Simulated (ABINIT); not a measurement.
MnS:

```
CELL_PARAMETERS angstrom
0.00000 2.47346 2.47346
2.47346 0.00000 2.47346
2.47346 2.47346 0.00000
ATOMIC_POSITIONS crystal
Mn 0.00000 0.00000 0.00000
S 0.75000 0.75000 0.75000
```

The cell is a database's computed one.

Program: ABINIT 10.8.3 (patched build). Alike in all runs: task single point; level LDA; potentials or basis JTH PAW LDA v2.0; spin collinear, ferromagnetic start; cell as given; cutoff (eV) 544; smearing fermi-dirac 0.05 eV. Hardware: 1 thread of Arm Neoverse V1 (shared host).

Order these runs on this cell by their wall time, lowest first.
A. k mesh 4 × 4 × 4; mesh quality coarse
B. k mesh 12 × 12 × 12; mesh quality not flagged
C. k mesh 7 × 7 × 7; mesh quality not flagged

A (15 s), C (42 s), B (110 s).

Caveats: some runs use coarse meshes; the moment fell far below its start of 4 μB, so a state of higher moment may lie lower in energy.

Not every run made on this cell is shown here.
